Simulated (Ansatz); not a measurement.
# Si: the cost of one run

Method: DFT PBEsol, scalar-relativistic, plane waves, PAW, in Ansatz 0.2.0.

The COD entry's cell or inner coordinates are ideal or old and differ from later refinements, so a difference from it is no clean test against experiment.

3 further runs of the same task are left out: 3 set aside as unsound or not needed.

### Step 1. The starting structure

It takes space group Fd-3m (No. 227, cubic). The conventional cell has a = 5.434 Å, b = 5.434 Å, c = 5.434 Å, α = 90.00°, β = 90.00°, γ = 90.00°. Around Si (site symmetry -43m) lie 4 Si at 2.35 Å.

Structure file:

```cif
data_structure
_symmetry_space_group_name_H-M 'Fd-3m:1'
_symmetry_Int_Tables_number 227
_cell_length_a 5.4336
_cell_length_b 5.4336
_cell_length_c 5.4336
_cell_angle_alpha 90.000
_cell_angle_beta 90.000
_cell_angle_gamma 90.000
_cell_volume 160.42
loop_
_atom_site_label
_atom_site_type_symbol
_atom_site_symmetry_multiplicity
_atom_site_Wyckoff_symbol
_atom_site_fract_x
_atom_site_fract_y
_atom_site_fract_z
_atom_site_occupancy
Si1 Si 8 a 0.25000 0.25000 0.25000 1
```

This cell was relaxed beforehand with the same method: volume 20.05 Å³/atom, gap on the mesh 0.46 eV.

### Step 2. Linear response at Γ

Contents of input.yaml:

```yaml
crystal:
  lattice:
    - [0.0, 2.7168139362, 2.7168139362]
    - [2.7168139362, 0.0, 2.7168139362]
    - [2.7168139362, 2.7168139362, 0.0]
  atoms:
    - { symbol: Si, position: [0.75, 0.75, 0.75] }
    - { symbol: Si, position: [0.5, 0.5, 0.5] }
basis:
  ecutwfc: 420
kpoints:
  mp_grid: { grid: [12, 12, 12] }
hamiltonian:
  xc: pbesol
scf:
  occupations: { method: fixed }
output:
  eigenvalues: true
phonons:
  method: dfpt
  dielectric: true
  rigid_motions: translations
  raman: true
  eigenvectors: true
```

The run is started by

```
$ ansatz run input.yaml --threads 1 --pin off --max-ram 4096MiB --backend cpu --events-out ev --progress --plain --runs-dir out
```

**Question.** How long does this run take on 1 thread of Intel Xeon Platinum 8259CL at 2.50GHz (Skylake/Cascade Lake), shared host, and how much memory does it need?

About 2.8 min, with a peak of 0.93 GiB.
